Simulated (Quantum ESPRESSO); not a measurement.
**TiCo: orders under uniaxial strain**

Aim: follow moments and order energies of TiCo with uniaxial strain.

Calculated with Quantum ESPRESSO 7.5; PBE; plane waves with GBRV 1.5 PBE potentials, no spin-orbit coupling.

### Step 1. The starting structure

It takes space group Pm-3m (No. 221, cubic). The conventional cell has a = 2.986 Å, b = 2.986 Å, c = 2.986 Å, α = 90.00°, β = 90.00°, γ = 90.00°. Ti has 8 Co at 2.59 Å nearest. Nearest to Co lie 8 Ti at 2.59 Å. Farther neighbours are not listed.

As a file:

```cif
data_structure
_symmetry_space_group_name_H-M 'Pm-3m'
_symmetry_Int_Tables_number 221
_cell_length_a 2.9861
_cell_length_b 2.9861
_cell_length_c 2.9861
_cell_angle_alpha 90.000
_cell_angle_beta 90.000
_cell_angle_gamma 90.000
_cell_volume 26.63
loop_
_atom_site_label
_atom_site_type_symbol
_atom_site_symmetry_multiplicity
_atom_site_Wyckoff_symbol
_atom_site_fract_x
_atom_site_fract_y
_atom_site_fract_z
_atom_site_occupancy
Ti1 Ti 1 a 0.00000 0.00000 0.00000 1
Co1 Co 1 b 0.50000 0.50000 0.50000 1
```

The cell comes from Materials Project 2023-11-01, a database of computed structures, and need not be the stable phase.

### Step 2. Factor along z 0.94, ferro +

Lengths along Cartesian z scale by the factor. Atoms keep their fractional places. Seeded atoms are those given a starting moment.

Contents of pw.in:

```
&CONTROL
  calculation = 'scf'
  prefix = 'pwscf'
  outdir = './tmp'
  pseudo_dir = './pseudo'
  disk_io = 'nowf'
  tprnfor = .true.
  tstress = .true.
/
&SYSTEM
  ibrav = 0
  nat = 2
  ntyp = 2
  ecutwfc = 50
  ecutrho = 350
  nbnd = 22
  occupations = 'smearing'
  smearing = 'fd'
  degauss = 0.01469973
  nspin = 2
  starting_magnetization(1) = 0
  starting_magnetization(2) = 0.1176
/
&ELECTRONS
  conv_thr = 4d-09
  electron_maxstep = 150
  mixing_beta = 0.3
/
ATOMIC_SPECIES
Ti     47.8670 ti_pbe_v1.4.uspp.F.UPF
Co     58.9332 co_pbe_v1.2.uspp.F.UPF
CELL_PARAMETERS angstrom
   2.9861109900    0.0000000000    0.0000000000
   0.0000000000    2.9861109900    0.0000000000
   0.0000000000    0.0000000000    2.8069443306
ATOMIC_POSITIONS crystal
Ti      0.0000000000    0.0000000000    0.0000000000
Co      0.5000000000    0.5000000000    0.5000000000
K_POINTS automatic
10 10 10 0 0 0
```

On the command line:

```sh
> OMP_NUM_THREADS=1 mpirun -n 2 pw.x -nk 2 -in pw.in > pw.out
```

What it wrote:

```text
Program PWSCF v.7.5 starts

     Message from routine setup:
     using ibrav=0 with symmetry is DISCOURAGED, use correct ibrav instead

     K-points division:     npool     =       2
     Subspace diagonalization in iterative solution of the eigenvalue problem:

     bravais-lattice index     =            0
     lattice parameter (alat)  =       5.6429  a.u.
     unit-cell volume          =     168.9049 (a.u.)^3
     number of atoms/cell      =            2
     number of atomic types    =            2
     number of electrons       =        29.00
     number of Kohn-Sham states=           22
     kinetic-energy cutoff     =      50.0000  Ry
     charge density cutoff     =     350.0000  Ry
     scf convergence threshold =      4.0E-09
     mixing beta               =       0.3000
     number of iterations used =            8  plain     mixing
     Exchange-correlation= SLA  PW   PBE  PBE
                           (   1   4   3   4   0   0   0)

     celldm(1)=   5.642932  celldm(2)=   0.000000  celldm(3)=   0.000000
     celldm(4)=   0.000000  celldm(5)=   0.000000  celldm(6)=   0.000000

     crystal axes: (cart. coord. in units of alat)
               a(1) = (   1.000000   0.000000   0.000000 )
               a(2) = (   0.000000   1.000000   0.000000 )
               a(3) = (   0.000000   0.000000   0.940000 )

     reciprocal axes: (cart. coord. in units 2 pi/alat)
               b(1) = (  1.000000  0.000000  0.000000 )
               b(2) = (  0.000000  1.000000  0.000000 )
               b(3) = (  0.000000  0.000000  1.063830 )

     PseudoPot. # 1 for Ti read from file:
     ti_pbe_v1.4.uspp.F.UPF
     Pseudo is Ultrasoft + core correction, Zval = 12.0

     PseudoPot. # 2 for Co read from file:
     co_pbe_v1.2.uspp.F.UPF
     Pseudo is Ultrasoft + core correction, Zval = 17.0

     atomic species   valence    mass     pseudopotential
     Ti               12.00    47.86700     Ti( 1.00)
     Co               17.00    58.93320     Co( 1.00)

     Starting magnetic structure
     atomic species   magnetization
     Ti              0.000
     Co              0.118

     16 Sym. Ops., with inversion, found

   Cartesian axes

     site n.     atom                  positions (alat units)
         1        Ti     tau(   1) = (   0.0000000   0.0000000   0.0000000  )
         2        Co     tau(   2) = (   0.5000000   0.5000000   0.4700000  )

     number of k points=   126  Fermi-Dirac smearing, width (Ry)=  0.0147

     Number of k-points >= 100: set verbosity='high' to print them.

     Dense  grid:    18691 G-vectors     FFT dimensions: (  36,  36,  32)

     Smooth grid:     8007 G-vectors     FFT dimensions: (  25,  25,  24)

     Check: negative core charge=   -0.000020
     Generating pointlists ...
     new r_m :   0.3502 (alat units)  1.9764 (a.u.) for type    1
     new r_m :   0.3502 (alat units)  1.9764 (a.u.) for type    2

     Initial potential from superposition of free atoms

     starting charge      26.9999, renormalised to      29.0000

     negative rho (up, down):  4.874E-04 4.881E-04
     Starting wfcs are   23 randomized atomic wfcs

     Self-consistent Calculation

     iteration #  1     ecut=    50.00 Ry     beta= 0.30
     Davidson diagonalization with overlap
     ethr =  1.00E-02,  avg # of iterations =  3.1

     negative rho (up, down):  2.194E-04 2.161E-04

     total energy              =    -403.28050862 Ry
     estimated scf accuracy    <      41.45620090 Ry

     total magnetization       =     0.15 Bohr mag/cell
     absolute magnetization    =     0.24 Bohr mag/cell

     iteration #  2     ecut=    50.00 Ry     beta= 0.30
     Davidson diagonalization with overlap
     ethr =  1.00E-02,  avg # of iterations =  3.0

     negative rho (up, down):  2.841E-04 2.813E-04

     total energy              =    -418.46553555 Ry
     estimated scf accuracy    <      25.65705961 Ry

     total magnetization       =     0.14 Bohr mag/cell
     absolute magnetization    =     0.16 Bohr mag/cell

     [... further iterations left out ...]

     iteration # 36     ecut=    50.00 Ry     beta= 0.30
     Davidson diagonalization with overlap
     ethr =  3.55E-11,  avg # of iterations =  2.0

     negative rho (up, down):  3.795E-04 3.795E-04

     total energy              =    -417.80159397 Ry
     estimated scf accuracy    <          4.6E-09 Ry

     total magnetization       =    -0.00 Bohr mag/cell
     absolute magnetization    =     0.00 Bohr mag/cell

     iteration # 37     ecut=    50.00 Ry     beta= 0.30
     Davidson diagonalization with overlap
     ethr =  1.60E-11,  avg # of iterations =  1.8

     negative rho (up, down):  3.795E-04 3.795E-04

     Magnetic moment per site  (integrated on atomic sphere of radius R)
     atom   1 (R=0.350)  charge=  9.9815  magn= -0.0000
     atom   2 (R=0.350)  charge= 15.8302  magn= -0.0001

     End of self-consistent calculation

     Number of k-points >= 100: set verbosity='high' to print the bands.

     the Fermi energy is    17.7368 ev

!    total energy              =    -417.80159397 Ry
     estimated scf accuracy    <          1.9E-10 Ry
     smearing contrib. (-TS)   =      -0.02215532 Ry
     internal energy E=F+TS    =    -417.77943865 Ry

     The total energy is F=E-TS. E is the sum of the following terms:
     one-electron contribution =    -203.79759699 Ry
     hartree contribution      =     118.21679549 Ry
     xc contribution           =     -50.79814228 Ry
     ewald contribution        =    -281.40049487 Ry

     total magnetization       =    -0.00 Bohr mag/cell
     absolute magnetization    =     0.00 Bohr mag/cell

     convergence has been achieved in  37 iterations

     negative rho (up, down):  3.795E-04 3.795E-04

     Forces acting on atoms (cartesian axes, Ry/au):

     atom    1 type  1   force =     0.00000000    0.00000000    0.00000000
     atom    2 type  2   force =     0.00000000    0.00000000    0.00000000

     Total force =     0.000000     Total SCF correction =     0.000000

     Computing stress (Cartesian axis) and pressure

     negative rho (up, down):  3.795E-04 3.795E-04
          total   stress  (Ry/bohr**3)                   (kbar)     P=       96.69
   0.00054899   0.00000000   0.00000000           80.76        0.00        0.00
   0.00000000   0.00054899   0.00000000            0.00       80.76        0.00
   0.00000000   0.00000000   0.00087385            0.00        0.00      128.55

=------------------------------------------------------------------------------=
   JOB DONE.
=------------------------------------------------------------------------------=
```

The job ended after 1.8 min (2 MPI ranks of Arm Neoverse V1, shared host; peak memory 0.26 GiB).

Spin moment in the atom's sphere by atom:

```csv
atom,spin moment in the atom's sphere (μB)
Ti1,0.0000
Co2,-0.0001
```

This step gave:

* smearing term TS: 0.3014 eV
* pressure: 9.669 GPa
* magnetization: 0 μB
* absolute magnetization: 0 μB
* final state: non-magnetic

### Step 3. Factor along z 0.94, antiferro q=(1/2,1/2,1/2) +-

The wavevector q is in fractions of the reciprocal vectors of the crystal's primitive cell, as the cells of these inputs are built from it; moments change sign between cells as cos(2π q·R).

Contents of pw.in:

```
&CONTROL
  calculation = 'scf'
  prefix = 'pwscf'
  outdir = './tmp'
  pseudo_dir = './pseudo'
  disk_io = 'nowf'
  tprnfor = .true.
  tstress = .true.
/
&SYSTEM
  ibrav = 0
  nat = 4
  ntyp = 3
  ecutwfc = 50
  ecutrho = 350
  nbnd = 38
  occupations = 'smearing'
  smearing = 'fd'
  degauss = 0.01469973
  nspin = 2
  starting_magnetization(1) = 0
  starting_magnetization(2) = 0.1176
  starting_magnetization(3) = -0.1176
/
&ELECTRONS
  conv_thr = 8d-09
  electron_maxstep = 150
  mixing_beta = 0.3
/
ATOMIC_SPECIES
Ti     47.8670 ti_pbe_v1.4.uspp.F.UPF
Co1    58.9332 co_pbe_v1.2.uspp.F.UPF
Co2    58.9332 co_pbe_v1.2.uspp.F.UPF
CELL_PARAMETERS angstrom
   5.9722219800    0.0000000000    0.0000000000
   2.9861109900    2.9861109900    0.0000000000
   2.9861109900    0.0000000000    2.8069443306
ATOMIC_POSITIONS crystal
Ti      0.0000000000    0.0000000000    0.0000000000
Ti      0.5000000000    0.0000000000    0.0000000000
Co1     0.7500000000    0.5000000000    0.5000000000
Co2     0.2500000000    0.5000000000    0.5000000000
K_POINTS automatic
5 10 10 0 0 0
```

What it wrote:

```text
     [... lines left out ...]
Program PWSCF v.7.5 starts
     [... lines left out ...]
     number of atoms/cell      =            4
     [... lines left out ...]
     number of electrons       =        58.00
     number of Kohn-Sham states=           38
     kinetic-energy cutoff     =      50.0000  Ry
     charge density cutoff     =     350.0000  Ry
     scf convergence threshold =      8.0E-09
     [... lines left out ...]
     16 Sym. Ops., with inversion, found ( 8 have fractional translation)
     [... lines left out ...]
     number of k points=    63  Fermi-Dirac smearing, width (Ry)=  0.0147
     [... lines left out ...]
     iteration # 32     ecut=    50.00 Ry     beta= 0.30
     [... lines left out ...]
     Magnetic moment per site  (integrated on atomic sphere of radius R)
     atom   1 (R=0.175)  charge=  9.9817  magn=  0.0000
     atom   2 (R=0.175)  charge=  9.9817  magn=  0.0000
     atom   3 (R=0.175)  charge= 15.8305  magn= -0.0001
     atom   4 (R=0.175)  charge= 15.8305  magn= -0.0002
     [... lines left out ...]
     the Fermi energy is    17.7368 ev
!    total energy              =    -835.60318785 Ry
     estimated scf accuracy    <          2.7E-09 Ry
     smearing contrib. (-TS)   =      -0.04431039 Ry
     [... lines left out ...]
     total magnetization       =    -0.00 Bohr mag/cell
     absolute magnetization    =     0.00 Bohr mag/cell
     convergence has been achieved in  32 iterations
     [... lines left out ...]
     Total force =     0.000000     Total SCF correction =     0.000000
     [... lines left out ...]
          total   stress  (Ry/bohr**3)                   (kbar)     P=       96.48
     [... lines left out ...]
```

The job ended after 7 min (2 MPI ranks; peak memory 0.42 GiB).

Spin moment in the atom's sphere by atom:

```csv
atom,spin moment in the atom's sphere (μB)
Ti1,0.0000
Ti2,0.0000
Co3,-0.0001
Co4,-0.0002
```

Read from the output:

| Item | Value |
| --- | --- |
| smearing term TS | 0.6029 eV |
| pressure | 9.648 GPa |
| magnetization | 0 μB |
| absolute magnetization | 0 μB |
| final state | non-magnetic |

### Step 4. Factor along z 0.94, no spin polarisation

Contents of pw.in:

```
&CONTROL
  calculation = 'scf'
  prefix = 'pwscf'
  outdir = './tmp'
  pseudo_dir = './pseudo'
  disk_io = 'nowf'
  tprnfor = .true.
  tstress = .true.
/
&SYSTEM
  ibrav = 0
  nat = 2
  ntyp = 2
  ecutwfc = 50
  ecutrho = 350
  nbnd = 21
  occupations = 'smearing'
  smearing = 'fd'
  degauss = 0.01469973
/
&ELECTRONS
  conv_thr = 4d-09
  electron_maxstep = 150
  mixing_beta = 0.3
/
ATOMIC_SPECIES
Ti     47.8670 ti_pbe_v1.4.uspp.F.UPF
Co     58.9332 co_pbe_v1.2.uspp.F.UPF
CELL_PARAMETERS angstrom
   2.9861109900    0.0000000000    0.0000000000
   0.0000000000    2.9861109900    0.0000000000
   0.0000000000    0.0000000000    2.8069443306
ATOMIC_POSITIONS crystal
Ti      0.0000000000    0.0000000000    0.0000000000
Co      0.5000000000    0.5000000000    0.5000000000
K_POINTS automatic
10 10 10 0 0 0
```

What it wrote:

```text
     [... lines left out ...]
Program PWSCF v.7.5 starts
     [... lines left out ...]
     number of atoms/cell      =            2
     [... lines left out ...]
     number of electrons       =        29.00
     number of Kohn-Sham states=           21
     kinetic-energy cutoff     =      50.0000  Ry
     charge density cutoff     =     350.0000  Ry
     scf convergence threshold =      4.0E-09
     [... lines left out ...]
     16 Sym. Ops., with inversion, found
     [... lines left out ...]
     number of k points=   126  Fermi-Dirac smearing, width (Ry)=  0.0147
     [... lines left out ...]
     iteration # 22     ecut=    50.00 Ry     beta= 0.30
     [... lines left out ...]
     the Fermi energy is    17.7368 ev
!    total energy              =    -417.80159702 Ry
     estimated scf accuracy    <          1.8E-09 Ry
     smearing contrib. (-TS)   =      -0.02215487 Ry
     [... lines left out ...]
     convergence has been achieved in  22 iterations
     [... lines left out ...]
     Total force =     0.000000     Total SCF correction =     0.000000
     [... lines left out ...]
          total   stress  (Ry/bohr**3)                   (kbar)     P=       97.14
     [... lines left out ...]
```

Run time: 33 s. Hardware: 2 MPI ranks; peak memory 0.2 GiB.

This step gave:

| Quantity | Value |
| --- | --- |
| smearing term TS | 0.3014 eV |
| pressure | 9.714 GPa |
| final state | non-magnetic (no spin polarisation) |

### Step 5. Factor along z 1.06, ferro +

pw.in, as its differences from that of step 4:

```diff
@@ -15,3 +15,3 @@
   ecutrho = 350
-  nbnd = 21
+  nbnd = 22
   occupations = 'smearing'
@@ -19,2 +19,5 @@
   degauss = 0.01469973
+  nspin = 2
+  starting_magnetization(1) = 0
+  starting_magnetization(2) = 0.1176
 /
@@ -31,3 +34,3 @@
    0.0000000000    2.9861109900    0.0000000000
-   0.0000000000    0.0000000000    2.8069443306
+   0.0000000000    0.0000000000    3.1652776494
 ATOMIC_POSITIONS crystal
```

What it wrote:

```text
     [... lines left out ...]
Program PWSCF v.7.5 starts
     [... lines left out ...]
     number of atoms/cell      =            2
     [... lines left out ...]
     number of electrons       =        29.00
     number of Kohn-Sham states=           22
     kinetic-energy cutoff     =      50.0000  Ry
     charge density cutoff     =     350.0000  Ry
     scf convergence threshold =      4.0E-09
     [... lines left out ...]
     16 Sym. Ops., with inversion, found
     [... lines left out ...]
     number of k points=   126  Fermi-Dirac smearing, width (Ry)=  0.0147
     [... lines left out ...]
     iteration # 34     ecut=    50.00 Ry     beta= 0.30
     [... lines left out ...]
     Magnetic moment per site  (integrated on atomic sphere of radius R)
     atom   1 (R=0.365)  charge= 10.0468  magn= -0.1069
     atom   2 (R=0.365)  charge= 15.9171  magn=  0.7118
     [... lines left out ...]
     the Fermi energy is    15.3599 ev
!    total energy              =    -417.80053355 Ry
     estimated scf accuracy    <          1.1E-10 Ry
     smearing contrib. (-TS)   =      -0.02250033 Ry
     [... lines left out ...]
     total magnetization       =     0.52 Bohr mag/cell
     absolute magnetization    =     0.91 Bohr mag/cell
     convergence has been achieved in  34 iterations
     [... lines left out ...]
     Total force =     0.000000     Total SCF correction =     0.000000
     [... lines left out ...]
          total   stress  (Ry/bohr**3)                   (kbar)     P=      -96.98
     [... lines left out ...]
```

The job ended after 2.1 min (2 MPI ranks; peak memory 0.28 GiB).

This step gave:

```
smearing term TS       : 0.3061 eV
pressure               : -9.698 GPa
magnetization          : 0.518 μB
absolute magnetization : 0.911 μB
final state            : ferromagnetic
largest moment         : 0.7118 μB
```

### Step 6. Trends

The runs not shown differ from these in the moved quantity alone.

States, by row:

```csv
c axis,ferro +,"antiferro q=(1/2,1/2,1/2) +-",no spin polarisation
0.94,non-magnetic,non-magnetic,non-magnetic
0.97,non-magnetic,non-magnetic,non-magnetic
1,ferromagnetic,non-magnetic,non-magnetic
1.03,ferromagnetic,non-magnetic,non-magnetic
1.06,ferromagnetic,non-magnetic,non-magnetic
```

The largest site moment by c axis:

```csv
c axis (factor),ferro + (μB),"antiferro q=(1/2,1/2,1/2) +- (μB)"
0.9400,1.2e-4,1.7e-4
0.9700,0.0264,0.00428
1.0000,0.546,7.1e-4
1.0300,0.664,0.00233
1.0600,0.712,0.00505
```

Energy less that of the parallel start against c axis; values in meV a seeded atom:

```csv
c axis (factor),"antiferro q=(1/2,1/2,1/2) +-",no spin polarisation
0.9400,6.3e-4,-0.0414
0.9700,0.00371,-0.0401
1.0000,2.41,2.36
1.0300,5.28,5.23
1.0600,6.74,6.69
```

Energy over the lowest against c axis; values in meV an atom:

```csv
c axis (factor),ferro +,"antiferro q=(1/2,1/2,1/2) +-",no spin polarisation
0.9400,27.3,27.3,27.3
0.9700,4.97,4.97,4.95
1.0000,0,1.20,1.18
1.0300,10.3,12.9,12.9
1.0600,34.5,37.9,37.8
```

### Step 7. What came out

| Quantity | Value |
| --- | --- |
| moment, parallel start | 1.2e-4 to 0.712 μB |
| states met from these starts | ferromagnetic and non-magnetic |

What this shows: The parallel start holds a moment of 0.15 μB or more only at 1, 1.03 and 1.06. Some or all runs of the second start lost their moments or typed signs, and their energies are those of the state reached. The largest moment of the start antiferro q=(1/2,1/2,1/2) +- lies between 1.7e-4 and 0.00505 μB. Energies are free energies at an electronic temperature of 2320 K, which lowers moments and differences where the moments are itinerant.

[Logs and program files are shortened in this print: banners, set-up blocks, solver, clock and traceback lines can be left out without a mark of their own.]

[Logs are printed without paths, hosts, clocks, repeated set-up lines and the standing remarks that a program may print on its own settings, such as how far it seeks lower states.]

[Hosts, paths, dates, database ids (printed as entryN), source tags and the programs' standing remarks are cut or masked in the printed files.]

[Where a cell is said to come from a database of computed structures, the database is the Materials Project.]
